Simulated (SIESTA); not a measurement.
Hf, 2 atoms in the cell. It takes space group P6_3/mmc (No. 194, hexagonal). Conventional cell: a = 3.197 Å, b = 3.197 Å, c = 5.058 Å, α = 90.00°, β = 90.00°, γ = 120.00°. Hf (site symmetry -6m2) is surrounded by 12 Hf at 3.13 to 3.20 Å. 

| Property | Result |
| --- | --- |
| Program | SIESTA 5.4.2 |
| Task | relaxation of cell and atoms |
| Functional | PBE |
| Potentials or basis | PseudoDojo 0.4 standard (PBE files) |
| Basis | DZP (energy shift 0.003 Ry; two zetas on semicore shells) |
| Grid cutoff | 800 Ry |
| Energy shift | 0.003 Ry |
| k mesh | 7 × 7 × 4 |
| Occupations | fermi-dirac, width 0.05 eV |
| Spin | no spin polarisation |
| optimiser | Broyden |
| force tolerance | 0.04 eV/Å |

Potentials or basis: PseudoDojo 0.4 standard (PBE files), DZP (energy shift 0.003 Ry; two zetas on semicore shells).

The run is started by

```console
$ siesta < Hf.fdf > Hf.out 2>&1
```

Hardware: 1 thread of Intel(R) Xeon(R) Platinum 8259CL CPU @ 2.50GHz (Skylake/Cascade Lake), with other jobs on the host.

**Question.** Estimate the wall time of this run.

**Answer.** Wall time 7.7 min on 1 thread of Intel(R) Xeon(R) Platinum 8259CL CPU @ 2.50GHz (Skylake/Cascade Lake), with other jobs on the host, peak memory 0.42 GiB. Counts: scf iterations 37, k points 102, bands 46, ion steps 7.
